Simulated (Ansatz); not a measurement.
input.yaml

```yaml
crystal:
  lattice:
    - [3.9698693943, 0.0, 0.0]
    - [0.0, 3.9698693943, 0.0]
    - [0.0, 0.0, 26.9096081829]
  atoms:
    - { symbol: Ba, position: [0.5, 0.5, 0.2787108586] }
    - { symbol: O, position: [0.0, 0.0, 0.2787108586] }
    - { symbol: Ti, position: [0.0, 0.0, 0.3524739057] }
    - { symbol: O, position: [0.5, 0.0, 0.3524739057] }
    - { symbol: O, position: [0.0, 0.5, 0.3524739057] }
    - { symbol: Ba, position: [0.5, 0.5, 0.4262369529] }
    - { symbol: O, position: [0.0, 0.0, 0.4262369529] }
    - { symbol: Ti, position: [0.0, 0.0, 0.5] }
    - { symbol: O, position: [0.5, 0.0, 0.5] }
    - { symbol: O, position: [0.0, 0.5, 0.5] }
    - { symbol: Ba, position: [0.5, 0.5, 0.5737630471] }
    - { symbol: O, position: [0.0, 0.0, 0.5737630471] }
    - { symbol: Ti, position: [0.0, 0.0, 0.6475260943] }
    - { symbol: O, position: [0.5, 0.0, 0.6475260943] }
    - { symbol: O, position: [0.0, 0.5, 0.6475260943] }
    - { symbol: Ba, position: [0.5, 0.5, 0.7212891414] }
    - { symbol: O, position: [0.0, 0.0, 0.7212891414] }
basis:
  ecutwfc: 120
kpoints:
  mp_grid: { grid: [7, 7, 1] }
hamiltonian:
  xc: pbesol
scf:
  occupations: { method: gaussian, width: 0.05 }
  max_iter: 86
output:
  forces: true
  stress: true
  eigenvalues: true
efield:
  axis: 3
  dipole_correction: true
  ramp_width: 0.04
```

Run as
```bash
ansatz run input.yaml --threads 2 --pin off --max-ram 5120MiB --backend cpu --events-out ev --progress --plain --runs-dir out
```

Level of theory: Ansatz, DFT PBEsol, scalar-relativistic, plane waves, PAW.

Part of what the program printed, abridged:

```
Warning: basis.ecutwfc = 120 eV is below the records' recommended 420 eV, and the density's cutoff is lower with it unless basis.ecutrho_ratio is high enough to keep the records' density cutoff: compare with a run at a higher cutoff
Pseudopotentials: kind: paw
Pseudopotential: Ba, paw, valence charge 10, recommended cutoff 420 eV (normal)
Pseudopotential: O, paw, valence charge 6, recommended cutoff 420 eV (normal)
Pseudopotential: Ti, paw, valence charge 12, recommended cutoff 420 eV (normal)
Functional definition: PBEsol
Crystal: 17 atoms, lattice volume = 424.092 Å³
Basis set: ecut = 120 eV, 1253 PW (Γ), exchange–correlation on 30×30×200 points (8 copies of the dense FFT grid, shifted against one another)
Bands: 85, of which v1, the nominal top of the filled ones, is band 68 counted from 1 (67 counted from 0)
Symmetry: 8 space group operations
k-points: 10 of 49
Initial density: superposition of atomic densities (neutral atoms: chi_scale 0, normalization atom), corrected by the library's trained network
Initial wavefunctions: pseudopotential atomic-orbital guess
Functional: x = pbesol(κ = 0.804, μ = 0.12345679), c = pbesol(β = 0.046)
SCF iter   1: F=—  HF=-36130.754169 eV  |F-HF|=—  |Δ(HF+E_count)|=         —  Δρ=3.38e-1  dr2=8.15e2  ethr=1.77e-3  p=0.000 e·Å  D=6.41e-14 V/Å  ΔV_dip= 0.00 eV  dr2_dipole=8.15e-10  V_vac-E_F(+/−)=-1.40/-1.40 eV  ⟨swp⟩=9.2  Hψ=4270  notcnv=0  defer=12
efield: sawtooth ramp at fractional position 0.9800 (placed from the atoms, in the widest stretch of the axis that holds none; the zero of the levels goes with the place), width 0.0400; the density the first Hamiltonian is built on has a dipole p = 0.000 e·Å; the dipole correction subtracts the counter field D = 6.41e-14 V/Å, which shifts the + side's vacuum level by  0.00 eV against the − side's; the planar-averaged density in the ramp window peaks in size at 4.2e-4 e/Å³
SCF iter   2: F=—  HF=-35989.637196 eV  |F-HF|=—  |Δ(HF+E_count)|=    1.41e2  Δρ=8.26e-2  dr2=8.05e1  ethr=1.77e-3  p= 0.000 e·Å  D=-2.26e-5 V/Å  ΔV_dip=0.00 eV  dr2_dipole=5.53e-7  V_vac-E_F(+/−)=0.46/0.46 eV  ⟨swp⟩=12.7  Hψ=4839  notcnv=0  defer=89
SCF iter   3: F=—  HF=-35998.681067 eV  |F-HF|=—  |Δ(HF+E_count)|=    9.04e0  Δρ=7.24e-2  dr2=4.35e1  ethr=1.77e-3  p= 0.000 e·Å  D=-2.58e-5 V/Å  ΔV_dip=0.00 eV  dr2_dipole=1.58e-6  V_vac-E_F(+/−)=1.13/1.13 eV  ⟨swp⟩=8.7  Hψ=2968  notcnv=0  defer=109
SCF iter   4: F=—  HF=-35984.203441 eV  |F-HF|=—  |Δ(HF+E_count)|=    1.45e1  Δρ=2.54e-2  dr2=3.89e1  ethr=1.77e-3  p= 0.000 e·Å  D=-5.15e-5 V/Å  ΔV_dip=0.00 eV  dr2_dipole=7.59e-4  V_vac-E_F(+/−)=3.83/3.82 eV  ⟨swp⟩=8.2  Hψ=3196  notcnv=0  defer=112
SCF iter   5: F=—  HF=-35982.587541 eV  |F-HF|=—  |Δ(HF+E_count)|=    1.62e0  Δρ=1.74e-2  dr2=3.88e0  ethr=1.77e-3  p=-0.014 e·Å  D=-5.83e-3 V/Å  ΔV_dip=0.16 eV  dr2_dipole=7.85e-5  V_vac-E_F(+/−)=8.96/8.81 eV  ⟨swp⟩=13.4  Hψ=4139  notcnv=0  defer=98
SCF iter   6: F=—  HF=-35981.818298 eV  |F-HF|=—  |Δ(HF+E_count)|=   7.69e-1  Δρ=6.84e-3  dr2=5.86e-1  ethr=1.77e-3  p=-0.003 e·Å  D=-1.12e-3 V/Å  ΔV_dip=0.03 eV  dr2_dipole=4.51e-5  V_vac-E_F(+/−)=7.61/7.58 eV  ⟨swp⟩=7.9  Hψ=2076  notcnv=0  defer=102
SCF iter   7: F=—  HF=-35981.740807 eV  |F-HF|=—  |Δ(HF+E_count)|=   7.75e-2  Δρ=5.07e-3  dr2=4.67e-1  ethr=4.31e-4  p=-0.007 e·Å  D=-2.78e-3 V/Å  ΔV_dip=0.07 eV  dr2_dipole=2.90e-4  V_vac-E_F(+/−)=6.00/5.92 eV  ⟨swp⟩=6.7  Hψ=1549  notcnv=0  defer=102
SCF iter   8: F=—  HF=-35981.654942 eV  |F-HF|=—  |Δ(HF+E_count)|=   8.59e-2  Δρ=3.38e-3  dr2=1.38e-1  ethr=3.44e-4  p=0.013 e·Å  D=5.48e-3 V/Å  ΔV_dip=-0.15 eV  dr2_dipole=1.70e-3  V_vac-E_F(+/−)=3.93/4.08 eV  ⟨swp⟩=6.0  Hψ=1570  notcnv=0  defer=111
SCF iter   9: F=—  HF=-35981.622391 eV  |F-HF|=—  |Δ(HF+E_count)|=   3.26e-2  Δρ=1.17e-3  dr2=2.21e-2  ethr=1.02e-4  p=-0.017 e·Å  D=-7.11e-3 V/Å  ΔV_dip=0.19 eV  dr2_dipole=4.20e-3  V_vac-E_F(+/−)=3.59/3.39 eV  ⟨swp⟩=5.9  Hψ=1438  notcnv=0  defer=116
SCF iter  10: F=—  HF=-35981.630002 eV  |F-HF|=—  |Δ(HF+E_count)|=   7.61e-3  Δρ=7.96e-4  dr2=1.93e-2  ethr=1.62e-5  p=0.033 e·Å  D=1.42e-2 V/Å  ΔV_dip=-0.38 eV  dr2_dipole=1.42e-2  V_vac-E_F(+/−)=3.13/3.51 eV  ⟨swp⟩=7.9  Hψ=1842  notcnv=0  defer=108
SCF iter  11: F=—  HF=-35981.632004 eV  |F-HF|=—  |Δ(HF+E_count)|=   2.00e-3  Δρ=5.06e-4  dr2=1.28e-3  ethr=1.42e-5  p=-0.001 e·Å  D=-5.37e-4 V/Å  ΔV_dip=0.01 eV  dr2_dipole=4.35e-5  V_vac-E_F(+/−)=3.42/3.41 eV  ⟨swp⟩=5.1  Hψ=1478  notcnv=0  defer=109
SCF iter  12: F=—  HF=-35981.638950 eV  |F-HF|=—  |Δ(HF+E_count)|=   6.95e-3  Δρ=2.03e-4  dr2=7.79e-4  ethr=9.40e-7  p=-0.001 e·Å  D=-3.50e-4 V/Å  ΔV_dip=0.01 eV  dr2_dipole=5.22e-6  V_vac-E_F(+/−)=3.46/3.45 eV  ⟨swp⟩=3.8  Hψ=1599  notcnv=0  defer=105
SCF iter  13: F=—  HF=-35981.638801 eV  |F-HF|=—  |Δ(HF+E_count)|=   1.49e-4  Δρ=1.26e-4  dr2=2.71e-4  ethr=5.73e-7  p=0.001 e·Å  D=2.33e-4 V/Å  ΔV_dip=-0.01 eV  dr2_dipole=6.53e-7  V_vac-E_F(+/−)=3.44/3.45 eV  ⟨swp⟩=2.7  Hψ=1200  notcnv=0  defer=103
SCF iter  14: F=—  HF=-35981.639523 eV  |F-HF|=—  |Δ(HF+E_count)|=   7.22e-4  Δρ=5.25e-5  dr2=2.84e-5  ethr=1.99e-7  p= 0.000 e·Å  D=-2.28e-5 V/Å  ΔV_dip=0.00 eV  dr2_dipole=1.75e-7  V_vac-E_F(+/−)=3.45/3.44 eV  ⟨swp⟩=2.1  Hψ=1381  notcnv=0  defer=101
SCF iter  15: F=—  HF=-35981.640966 eV  |F-HF|=—  |Δ(HF+E_count)|=   1.44e-3  Δρ=8.90e-5  dr2=1.91e-5  ethr=2.09e-8  p=0.000 e·Å  D=7.31e-6 V/Å  ΔV_dip= 0.00 eV  dr2_dipole=3.18e-10  V_vac-E_F(+/−)=3.45/3.45 eV  ⟨swp⟩=3.1  Hψ=1837  notcnv=0  defer=101
SCF iter  16: F=—  HF=-35981.640957 eV  |F-HF|=—  |Δ(HF+E_count)|=   8.92e-6  Δρ=6.84e-5  dr2=1.00e-5  ethr=1.41e-8  p=0.000 e·Å  D=1.28e-5 V/Å  ΔV_dip= 0.00 eV  dr2_dipole=8.24e-9  V_vac-E_F(+/−)=3.45/3.45 eV  ⟨swp⟩=2.1  Hψ=974  notcnv=0  defer=101
SCF iter  17: F=—  HF=-35981.640957 eV  |F-HF|=—  |Δ(HF+E_count)|=   2.44e-7  Δρ=4.34e-5  dr2=1.03e-5  ethr=7.37e-9  p=0.000 e·Å  D=7.24e-6 V/Å  ΔV_dip= 0.00 eV  dr2_dipole=4.64e-9  V_vac-E_F(+/−)=3.45/3.45 eV  ⟨swp⟩=2.0  Hψ=1079  notcnv=0  defer=101
SCF iter  18: F=—  HF=-35981.640955 eV  |F-HF|=—  |Δ(HF+E_count)|=   1.58e-6  Δρ=2.85e-5  dr2=2.01e-6  ethr=7.37e-9  p=0.000 e·Å  D=1.01e-5 V/Å  ΔV_dip= 0.00 eV  dr2_dipole=7.61e-9  V_vac-E_F(+/−)=3.45/3.45 eV  ⟨swp⟩=2.0  Hψ=1016  notcnv=0  defer=101
SCF iter  19: F=—  HF=-35981.640955 eV  |F-HF|=—  |Δ(HF+E_count)|=   1.40e-7  Δρ=1.69e-5  dr2=8.47e-7  ethr=1.48e-9  p= 0.000 e·Å  D=-1.98e-5 V/Å  ΔV_dip=0.00 eV  dr2_dipole=2.81e-8  V_vac-E_F(+/−)=3.45/3.45 eV  ⟨swp⟩=1.7  Hψ=835  notcnv=0  defer=101
SCF iter  20: F=—  HF=-35981.640955 eV  |F-HF|=—  |Δ(HF+E_count)|=   7.20e-9  Δρ=7.60e-6  dr2=2.66e-7  ethr=6.23e-10  p=0.000 e·Å  D=3.86e-5 V/Å  ΔV_dip= 0.00 eV  dr2_dipole=1.11e-7  V_vac-E_F(+/−)=3.45/3.45 eV  ⟨swp⟩=2.0  Hψ=1120  notcnv=0  defer=101
SCF iter  21: F=-35981.640955 eV  HF=-35981.640955 eV  |F-HF|=4.91e-8  |Δ(HF+E_count)|=   1.06e-7  Δρ=2.58e-6  dr2=3.39e-8  ethr=7.35e-11  p= 0.000 e·Å  D=-9.54e-6 V/Å  ΔV_dip=0.00 eV  dr2_dipole=6.98e-9  V_vac-E_F(+/−)=3.45/3.45 eV  ⟨swp⟩=24.0  Hψ=5882  notcnv=0
WARN: efield: at this solve's end the planar-averaged density reaches 3.55e-4 e/Å³ inside the ramp window [0.9428, 0.0572] (bound 1e-5 e/Å³); the window's nearer edge stands 5.96 Å from this solve's nearest atom along the axis. Its work functions, free energy, forces, stress, dipole, levels and responses can be off, and this figure does not tell by how much. The cell may have no vacuum along `efield.axis`. A short vacuum, a low `basis.ecutwfc` or `basis.ecutrho_ratio` and negative occupations (`scf.occupations.method`) can put density there. See the manual's quickstart, § The vacuum guard
SCF 1 converged in 21 iterations: F = -35981.640955 eV  dr2 = 3.39e-8
SCF converged after 21 iterations
Free energy (F): -35981.640955 eV
Harris-Foulkes:  -35981.640955 eV  (|F-HF|=4.91e-8)
Internal energy: -35981.640955 eV  (E = F + TS)
E sigma→0 (E₀):  -35981.640955 eV
Fermi energy:    5.464582 eV
Dipole field:    D = 0.000068 V/Å  (p = 0.000158 e·Å, saw-weighted, corrected)
Work function:   Φ+ = 3.4497 eV (in doubt: plateau slope 8.2e-2 eV/Å)   Φ− = 3.4515 eV (in doubt: plateau slope 8.2e-2 eV/Å)
Levels:          The Fermi level and band energies are counted from a zero that moves with the ramp; work functions are not
Vacuum region:   at the solve's end the planar-averaged density reaches 3.55e-4 e/Å³ inside the ramp window [0.9428, 0.0572] (bound 1e-5 e/Å³)
--- Per-component energies (eV) ---
  E_band       = -1581.281674
  E_kinetic    = 3432.708721
  E_local      = -125253.377000  (includes V_loc(G=0)·N_el)
  E_nonlocal   = 365.632155
  E_hartree    = 61305.689598
  E_xc         = -1815.409130
  E_vxc        = -2012.374202  (∫ρ·V_xc dr)
  E_paw        = -24883.131930  (= ΣΔE_a)
  E_vpaw       = -725.503824  (= ΣTr[D̂ρ^β])
  E_aug_tail   = 0.273288  (compensation charges beyond the density's cutoff)
  E_efield     = 0.000000  (sawtooth field / dipole correction)
  E_vefield    = 0.000000  (∫n·V_field dr)
  E_ewald      = 50864.596579
  E_core_change = 1.376765  (= ΣΔE_core)
  E_smearing   =  0.000000  (= −TS)
--- Forces (eV/Å), atoms counted from 1 ---
  atom   1  Ba     0.00000000     0.00000000     0.46063135
  atom   2  O      0.00000000     0.00000000     0.21601180
  atom   3  Ti     0.00000000     0.00000000     0.07110406
  atom   4  O      0.00000000     0.00000000    -0.02377278
  atom   5  O      0.00000000     0.00000000    -0.02377278
  atom   6  Ba     0.00000000     0.00000000     0.18704393
  atom   7  O      0.00000000     0.00000000     0.18385212
  atom   8  Ti     0.00000000     0.00000000     0.00013046
  atom   9  O      0.00000000     0.00000000    -0.00003017
  atom  10  O      0.00000000     0.00000000    -0.00003017
  atom  11  Ba     0.00000000     0.00000000    -0.18693739
  atom  12  O      0.00000000     0.00000000    -0.18396160
  atom  13  Ti     0.00000000     0.00000000    -0.07092325
  atom  14  O      0.00000000     0.00000000     0.02372055
  atom  15  O      0.00000000     0.00000000     0.02372055
  atom  16  Ba     0.00000000     0.00000000    -0.46058071
  atom  17  O      0.00000000     0.00000000    -0.21606597
--- Stress (GPa, compression-positive) ---
       -8.855451       0.000000       0.000000
        0.000000      -8.855451       0.000000
        0.000000       0.000000      -3.618994
  P = ⅓ Tr σ = -7.1100 GPa (-71.100 kbar)
--- Band table (eV; the first three rows and the last of 10) ---
  k-point 0: bands = ["-67.2497", "-67.1664", "-67.1605", "-35.1362", "-34.7623", "-34.6987", "-34.6987", "-34.2876", "-34.2876", "-34.1099", "-34.0483", "-34.0483", "-20.4015", "-20.3014", "-20.1182", "-19.6535", "-19.6533", "-19.1137", "-19.0506", "-18.9985", "-18.8442", "-18.7913", "-18.4232", "-18.3414", "-18.0398", "-17.9824", "-6.7631", "-6.7586", "-6.4185", "-6.4185", "-6.4150", "-6.4150", "-5.7457", "-5.7309", "-5.6845", "-5.6845", "-5.6045", "-5.6045", "0.8886", "1.5011", "1.5011", "1.6031", "1.6674", "1.9812", "1.9812", "2.0616", "2.0616", "2.1892", "2.3108", "2.3689", "2.4698", "2.5894", "2.5894", "2.6761", "2.6761", "2.7175", "2.7175", "2.8447", "2.8447", "2.8806", "2.8806", "3.0 ...
  k-point 1: bands = ["-67.2666", "-67.1881", "-67.1813", "-35.2064", "-35.1229", "-35.0009", "-34.9115", "-34.8299", "-34.7750", "-34.6648", "-34.4869", "-34.3274", "-20.3719", "-20.2736", "-20.0965", "-19.6664", "-19.5632", "-19.1640", "-19.1462", "-19.0541", "-19.0161", "-18.8995", "-18.4556", "-18.4077", "-18.0960", "-18.0763", "-6.7696", "-6.7648", "-6.4799", "-6.4760", "-6.3951", "-6.3899", "-5.8062", "-5.7666", "-5.6840", "-5.6563", "-5.6524", "-5.5673", "0.6119", "0.9534", "1.0547", "1.3066", "1.5668", "1.6410", "1.6981", "1.7116", "1.7354", "1.8576", "2.0857", "2.1080", "2.2252", "2.3637", "2.4011", "2.4465", "2.4742", "2.5071", "2.5088", "2.6235", "2.6384", "2.7202", "2.7875", "2.8 ...
  k-point 2: bands = ["-67.2691", "-67.2002", "-67.1781", "-35.5696", "-35.3223", "-35.2082", "-35.1622", "-34.8500", "-34.6152", "-34.5307", "-34.5138", "-34.2283", "-20.1139", "-20.1098", "-19.8658", "-19.5625", "-19.5179", "-19.1973", "-19.1493", "-18.9956", "-18.9258", "-18.8715", "-18.4695", "-18.2888", "-18.1808", "-18.0736", "-6.7783", "-6.7746", "-6.5918", "-6.5915", "-6.3284", "-6.3278", "-5.8918", "-5.8660", "-5.7244", "-5.6881", "-5.5850", "-5.4743", "0.3036", "0.4062", "0.6261", "0.7774", "0.7905", "0.9787", "1.0844", "1.2095", "1.4038", "1.4746", "1.5316", "1.6697", "1.7487", "1.9552", "1.9740", "2.0412", "2.2342", "2.3082", "2.4743", "2.5062", "2.5649", "2.7594", "3.0064", "3.0 ...
  k-point 9: bands = ["-67.2338", "-67.1578", "-67.1540", "-35.0914", "-34.5600", "-34.4330", "-34.3455", "-34.2347", "-34.1728", "-34.0446", "-34.0043", "-33.9859", "-19.4834", "-19.4768", "-19.1503", "-18.7521", "-18.7374", "-18.7364", "-18.7315", "-18.7080", "-18.6929", "-18.6364", "-18.3488", "-18.3332", "-18.1223", "-18.1053", "-7.0481", "-7.0358", "-7.0096", "-7.0051", "-6.8955", "-6.8685", "-6.3826", "-6.3334", "-6.1923", "-6.1515", "-6.0463", "-5.5935", "-0.3790", "-0.0732", "0.1219", "0.4218", "0.8423", "0.8788", "1.1445", "1.3544", "1.4689", "1.4829", "1.6541", "1.6914", "1.7922", "1.8112", "1.8667", "1.8781", "1.9677", "2.9694", "3.0558", "3.6767", "3.6860", "3.7403", "3.7404", "3 ...
```

The run converged.

Time: 17 s on 2 threads of Arm Neoverse V1, with other jobs on the host, peak memory 0.39 GiB.